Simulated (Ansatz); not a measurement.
# ZnO (zincite) (P6_3mc) in Ansatz: notebook

One crystal, ZnO (zincite), is run at these levels: PBEsol, RPBE+D3(BJ), RPBE+D4, PBE, PBE+D3(BJ); tasks: relaxation of cell and atoms, single point.

Program: Ansatz 0.2.0. These are calculated values, not measurements. Logs are shortened: lines on timing, memory, paths and dates and some standing lists are left out, and cuts for length are marked.

**Measured values to compare with.**

“Electronic structure of alkaline earth and post-transition metal oxides”, 2009, arxiv:0908.1581 quotes, for a bulk crystal of ZnO: band gap 3.37 eV.

How close the calculation comes is told below.

## (1) The crystal as given

The structure is hexagonal, space group P6_3mc (No. 186). The conventional cell has a = 3.249 Å, b = 3.249 Å, c = 5.206 Å, α = 90.00°, β = 90.00°, γ = 120.00°. Zn (site symmetry 3m) is surrounded by 4 O at 1.97 to 1.98 Å. O (site symmetry 3m) has 4 Zn at 1.97 to 1.98 Å as nearest neighbours.

## (2) Relaxation of cell and atoms, PBEsol

input.yaml reads:

```yaml
crystal:
  lattice:
    - [3.249308, 0.0, 0.0]
    - [-1.624654, 2.8139832727, 0.0]
    - [0.0, 0.0, 5.205709]
  atoms:
    - { symbol: Zn, position: [0.6666666667, 0.3333333333, 0.0] }
    - { symbol: Zn, position: [0.3333333333, 0.6666666667, 0.5] }
    - { symbol: O, position: [0.3333333333, 0.6666666667, 0.87901] }
    - { symbol: O, position: [0.6666666667, 0.3333333333, 0.37901] }
hamiltonian:
  xc: pbesol
  pseudopotentials: { kind: paw }
kpoints:
  mp_grid: { grid: [9, 9, 5] }
scf:
  occupations: { method: fermi_dirac, width: 0.05 }
output:
  forces: true
  stress: true
relax:
  f_tol: 0.01
  max_steps: 40
  cell: { stress_tol: 0.05 }
```

Potentials or basis: Ansatz PAW.

Started as:

```console
> ansatz run input.yaml --threads 2 --pin off --max-ram 5632MiB --backend cpu --events-out ev --progress --plain --runs-dir out
```

Standard output:

```text
Warning: RAYON_NUM_THREADS=2 ignored (pool sized by the plan → 2); use --threads N
Engine: ansatz 0.2.0, x86_64-unknown-linux-gnu
Pseudopotentials: kind: paw
Pseudopotential: Zn, paw, valence charge 12, recommended cutoff 420 eV (normal), Zn.paw.azcp
Pseudopotential: O, paw, valence charge 6, recommended cutoff 420 eV (normal), O.paw.azcp
Functional definition: PBEsol
  exchange = pbesol_x
  correlation = pbesol_c
Crystal: 4 atoms, lattice volume = 47.598 Å³
Basis set: ecut = 420 eV, 941 PW (Γ), exchange–correlation on 48×48×72 points (8 copies of the dense FFT grid, shifted against one another)
Bands: 22, of which v1, the nominal top of the filled ones, is band 18 counted from 1 (17 counted from 0)
Symmetry: 12 space group operations
Space group: P63mc (ITA 186), of the structure as read, at distance tolerance 3.6e-5 Å
k-points: 36 of 405 (time reversal used)
Non-local potential: Zn, projectors of the file, l = 0: 2, l = 1: 2, l = 2: 3, l = 3: 1
Non-local potential: O, projectors of the file, l = 0: 2, l = 1: 2, l = 2: 1
PAW form: soft (Blöchl's): semilocal exchange-correlation on the pseudo side does not see the compensation charge
PAW frozen core: Zn, regenerated for the run's functional, and the local potential with it (the file was generated under x = pbe(κ = 0.804, μ = 0.2195149727645171), c = pbe(β = 0.06672455060314922))
PAW frozen core: O, regenerated for the run's functional, and the local potential with it (the file was generated under x = pbe(κ = 0.804, μ = 0.2195149727645171), c = pbe(β = 0.06672455060314922))
PAW one-centre angular grid: Zn, 590 points (default); XC on 64 Gauss nodes
PAW one-centre angular grid: O, 110 points (default); XC on 64 Gauss nodes
Initial density: superposition of atomic densities (neutral atoms: chi_scale 0, normalization atom), corrected by the library's trained network
Initial wavefunctions: pseudopotential atomic-orbital guess
Functional: x = pbesol(κ = 0.804, μ = 0.12345679012345678), c = pbesol(β = 0.046)
SCF iter   1: F=—  HF=-7684.279207 eV  |F-HF|=—  |Δ(HF+E_count)|=         —  Δρ=1.58e-2  dr2=9.56e-2  ethr=1.77e-3  ⟨swp⟩=6.1  Hψ=3561  notcnv=0
preconditioner: auto → Resta (q_TF=auto, 2.604 Å⁻¹)  ε∞=7.6  [insulator: Δε(μ)=0.559 eV  Ē_g=12.539 eV  σ=0.050 eV  W_gap=0.99  n_scr=22 (ndim 8)  ℏωp=32.3 eV  f_vac=0.035  D(μ)=0.00/eV (n_scr^D=0)  ε∞_Penn≈7.6]
SCF iter   2: F=—  HF=-7684.254364 eV  |F-HF|=—  |Δ(HF+E_count)|=   2.48e-2  Δρ=2.10e-3  dr2=1.02e-3  ethr=2.65e-4  ⟨swp⟩=3.0  Hψ=1861  notcnv=0
SCF iter   3: F=—  HF=-7684.254367 eV  |F-HF|=—  |Δ(HF+E_count)|=   3.22e-6  Δρ=1.15e-3  dr2=4.83e-4  ethr=2.82e-6  ⟨swp⟩=1.1  Hψ=803  notcnv=0
SCF iter   4: F=—  HF=-7684.254372 eV  |F-HF|=—  |Δ(HF+E_count)|=   4.49e-6  Δρ=2.37e-4  dr2=2.96e-5  ethr=1.34e-6  ⟨swp⟩=2.0  Hψ=1334  notcnv=0
SCF iter   5: F=—  HF=-7684.254388 eV  |F-HF|=—  |Δ(HF+E_count)|=   1.65e-5  Δρ=1.86e-4  dr2=1.02e-5  ethr=8.22e-8  ⟨swp⟩=2.0  Hψ=1368  notcnv=0
SCF iter   6: F=—  HF=-7684.254382 eV  |F-HF|=—  |Δ(HF+E_count)|=   6.75e-6  Δρ=2.85e-5  dr2=2.78e-7  ethr=2.84e-8  ⟨swp⟩=2.0  Hψ=1368  notcnv=0
SCF iter   7: F=-7684.254382 eV  HF=-7684.254382 eV  |F-HF|=7.75e-8  |Δ(HF+E_count)|=   3.75e-7  Δρ=9.85e-6  dr2=4.16e-8  ethr=2.78e-10  ⟨swp⟩=4.3  Hψ=2958  notcnv=0
SCF 1 converged in 7 iterations: F = -7684.254382 eV  dr2 = 4.16e-8
relax step   1: F+E_penalty+E_count = -7684.25438207 eV  Δ(F+E_penalty+E_count) = +0.000e0 eV  max|allowed force component| = 6.181e-2 eV/Å  Δτ_max = 0.0000 Å  P = -1.448 GPa  Ω = 47.598 Å³  (7 SCF iters, dr2 threshold 1.00e-7 eV, accepted)
Crystal: 4 atoms, lattice volume = 47.356 Å³
Initial density: handed on by an earlier stage of this run
Initial wavefunctions: those handed on with the density
iter 1 solved again at ethr=2.90e-7 eV; its pass at ethr=3.10e-3 eV (dr2=1.04e-4 eV) is discarded
[... 55 lines left out ...]
SCF iter   3: F=—  HF=-7684.257820 eV  |F-HF|=—  |Δ(HF+E_count)|=   4.65e-9  Δρ=2.46e-6  dr2=1.81e-9  ethr=2.25e-11  ⟨swp⟩=2.3  Hψ=1451  notcnv=0
SCF iter   4: F=—  HF=-7684.257820 eV  |F-HF|=—  |Δ(HF+E_count)|=  2.71e-10  Δρ=7.60e-7  dr2=1.96e-10  ethr=5.01e-12  ⟨swp⟩=2.3  Hψ=1441  notcnv=0
SCF iter   5: F=—  HF=-7684.257820 eV  |F-HF|=—  |Δ(HF+E_count)|=  6.00e-11  Δρ=3.98e-7  dr2=4.22e-11  ethr=1.00e-12  ⟨swp⟩=4.7  Hψ=3043  notcnv=0
SCF iter   6: F=-7684.257820 eV  HF=-7684.257820 eV  |F-HF|=8.19e-12  |Δ(HF+E_count)|=  8.19e-12  Δρ=2.11e-7  dr2=1.33e-11  ethr=1.00e-12  ⟨swp⟩=4.2  Hψ=2915  notcnv=0
SCF 7 converged in 6 iterations: F = -7684.257820 eV  dr2 = 1.33e-11
relax step   7: F+E_penalty+E_count = -7684.25782009 eV  Δ(F+E_penalty+E_count) = +1.516e-4 eV  max|allowed force component| = 2.702e-5 eV/Å  Δτ_max = 0.0000 Å  P = -0.002 GPa  Ω = 47.113 Å³  stress off target by 5.86e-3 GPa  SCF on the basis re-selected at this cell (its energy is not comparable with the rows above)  (6 SCF iters)
basis re-selected at this cell: Δ(F+E_penalty+E_count) = +1.516e-4 eV, ΔP = -0.001 GPa vs the last step (what re-selecting the basis moved, of the pressure what is left beyond the Pulay correction that the steps carried, after the strain that the cell walked since its last selection, with what the two solves' SCF thresholds leave and, on support functions, any second-order correction that the steps lacked; it is no measure of the basis error at this ecutwfc). This SCF's stress stands 5.86e-3 GPa from its target on what of the cell is left free (relax.cell.stress_tol is 5.00e-2 GPa) and its largest allowed force component is 2.70e-5 eV/Å (relax.f_tol is 1.00e-2 eV/Å): within both
SCF converged after 6 iterations
Free energy (F): -7684.257820 eV
Harris-Foulkes:  -7684.257820 eV  (|F-HF|=8.19e-12)
Internal energy: -7684.257812 eV  (E = F + TS)
E sigma→0 (E₀):  -7684.257816 eV
Entropy (-TS):   -0.000008 eV (-0.002 meV/atom)
Fermi energy:    7.615063 eV
--- Per-component energies (eV) ---
  E_band       = 63.837353
  E_kinetic    = 610.791377
  E_local      = -3986.090783  (includes V_loc(G=0)·N_el)
  E_nonlocal   = 1338.103897
  E_hartree    = 1633.837797
  E_xc         = -415.067605
  E_vxc        = -289.604062  (∫ρ·V_xc dr)
  E_paw        = -3894.556298  (= ΣΔE_a)
  E_vpaw       = -877.042747  (= ΣTr[D̂ρ^β])
  E_aug_tail   = 0.004186  (compensation charges beyond the density's cutoff)
  E_ewald      = -2972.945668
  E_core_change = 1.665286  (= ΣΔE_core)
  E_smearing   = -0.000008  (= −TS)
  E_closure    = -0.000000  (closes the sum)
  Σ components = -7684.257820   (vs F -7684.257820, Δ=0.00e0)
--- Forces (eV/Å), atoms counted from 1 ---
  atom   1  Zn     0.00000000    -0.00000000     0.00002733
  atom   2  Zn     0.00000000     0.00000000     0.00002733
  atom   3  O      0.00000000    -0.00000000    -0.00002671
  atom   4  O     -0.00000000     0.00000000    -0.00002671
  max |Σ_I F_I| component: 1.24e-6 eV/Å
--- Stress (GPa, compression-positive) ---
       -0.005855       0.000000      -0.000000
        0.000000      -0.005855       0.000000
       -0.000000       0.000000       0.005572
  P = ⅓ Tr σ = -0.0020 GPa (-0.020 kbar)
--- Relaxed structure (5 steps of the walk, 5 accepted, 2 SCFs on fresh bases) ---
  F+E_penalty+E_count = -7684.25782009 eV   max|allowed force component| = 2.702e-5 eV/Å   (the final SCF, on the basis selected at the relaxed cell)
  cell:  # Å, volume = 47.1126 Å³
    - [3.2300382560124605, 0.0, -5.755892636253898e-35]
    - [-1.6150191280062303, 2.7972951849023753, -2.2343493896108103e-19]
    - [-5.532901546979326e-34, -4.133419284841704e-19, 5.2142426945932945]
  atoms:
    - { symbol: Zn, position: [0.6666666666666666, 0.3333333333333333, 3.3866797352300075e-5] }
    - { symbol: Zn, position: [0.3333333333333333, 0.6666666666666666, 0.5000338667973523] }
    - { symbol: O, position: [0.3333333333333333, 0.6666666666666666, 0.8789761332026473] }
    - { symbol: O, position: [0.6666666666666666, 0.3333333333333333, 0.3789761332026476] }
```

Wall time 24 s (2 threads of Intel Xeon at 2.50GHz (Skylake/Cascade Lake), shared host); peak memory 0.39 GiB.

What came out:

```yaml
Free_energy: -7684.2578 eV
Relaxed_volume: 11.78 Å³/atom
Relaxed_cell: a = 3.230 Å, b = 3.230 Å, c = 5.214 Å, α = 90.00°, β = 90.00°, γ = 120.00°
Space_group_after_relaxing_to_0.05_Å: P6_3mc (No. 186)
Energy_gained_by_relaxing: 0.9 meV/atom
Ionic_steps: 7
Pressure_after_relaxing: 0.0 GPa
Band_gap_on_the_k_mesh: 0.70 eV
```

Step by step:
```csv
step,energy change (eV),largest force (eV/Å),volume (Å³)
1,0.0000,0.0618,47.60
2,-0.0036,0.0430,47.36
3,-0.0055,0.0122,47.13
4,-0.0055,0.0002,47.13
5,-0.0035,0.0000,47.13
6,-0.0036,0.0001,47.11
7,-0.0034,0.0000,47.11
```

Final structure:
```cif
data_structure
_symmetry_space_group_name_H-M 'P 1'
_symmetry_Int_Tables_number 1
_cell_length_a 3.2300
_cell_length_b 3.2300
_cell_length_c 5.2142
_cell_angle_alpha 90.000
_cell_angle_beta 90.000
_cell_angle_gamma 120.000
_cell_volume 47.11
loop_
_atom_site_label
_atom_site_type_symbol
_atom_site_fract_x
_atom_site_fract_y
_atom_site_fract_z
_atom_site_occupancy
Zn1 Zn 0.66667 0.33333 0.00003 1
Zn2 Zn 0.33333 0.66667 0.50003 1
O1 O 0.33333 0.66667 0.87898 1
O2 O 0.66667 0.33333 0.37898 1
```

Caveat: odd divisions of the mesh miss points on the zone boundary, where band edges often lie, so the gap on the mesh can be too wide; the plane-wave basis is chosen anew once the cell has moved, so the energies of steps on either side of that aren't comparable; the pressure holds a Pulay correction of +0.8 GPa for the finite cutoff; the PAW data sets come from PBE, with cores solved anew for the run's functional, which leaves a small shift of forces and pressure. A k mesh can miss the band edges.

## (3) Relaxation of cell and atoms, RPBE+D3(BJ)

Changes to input.yaml since step 2:

```diff
@@ -11,4 +11,5 @@
 hamiltonian:
-  xc: pbesol
+  xc: rpbe
   pseudopotentials: { kind: paw }
+  dispersion: d3bj
 kpoints:
```

Potentials or basis: Ansatz PAW.

Started as:

```console
> ansatz run input.yaml --threads 2 --pin off --max-ram 5632MiB --backend cpu --events-out ev --progress --plain --runs-dir out
```

Run time: 26 s. Hardware: 2 threads of Intel Xeon at 2.50GHz (Skylake/Cascade Lake), shared host; peak memory 0.4 GiB.

The run converged. Its results:

| Quantity | Value |
| --- | --- |
| Free energy | -7791.3013 eV |
| Relaxed volume | 11.42 Å³/atom |
| Relaxed cell | a = 3.208 Å, b = 3.208 Å, c = 5.126 Å, α = 90.00°, β = 90.00°, γ = 120.00° |
| Space group after relaxing (to 0.05 Å) | P6_3mc (No. 186) |
| Energy gained by relaxing | 9.1 meV/atom |
| Ionic steps | 8 |
| Pressure after relaxing | 0.0 GPa |
| Band gap on the k mesh | 0.96 eV |

Step by step:
```csv
step,energy change (eV),largest force (eV/Å),volume (Å³)
1,0.0000,0.0886,47.60
2,-0.0302,0.0713,46.64
3,-0.0430,0.0207,45.68
4,-0.0431,0.0150,45.70
5,-0.0430,0.0008,45.75
6,-0.0363,0.0007,45.75
7,-0.0366,0.0012,45.69
8,-0.0364,0.0011,45.69
```

Final structure:
```
Zn O
1.0
     3.20792    0.00000    0.00000
    -1.60396    2.77814    0.00000
     0.00000    0.00000    5.12627
Zn O
2 2
Direct
  0.66667 0.33333 0.99835
  0.33333 0.66667 0.49835
  0.33333 0.66667 0.88066
  0.66667 0.33333 0.38066
```

Caveat: odd divisions of the mesh miss points on the zone boundary, where band edges often lie, so the gap on the mesh can be too wide; the plane-wave basis is chosen anew once the cell has moved, so the energies of steps on either side of that aren't comparable; the pressure holds a Pulay correction of +0.7 GPa for the finite cutoff; the PAW data sets come from PBE, with cores solved anew for the run's functional, which leaves a small shift of forces and pressure.

[end of part 1 of 2]
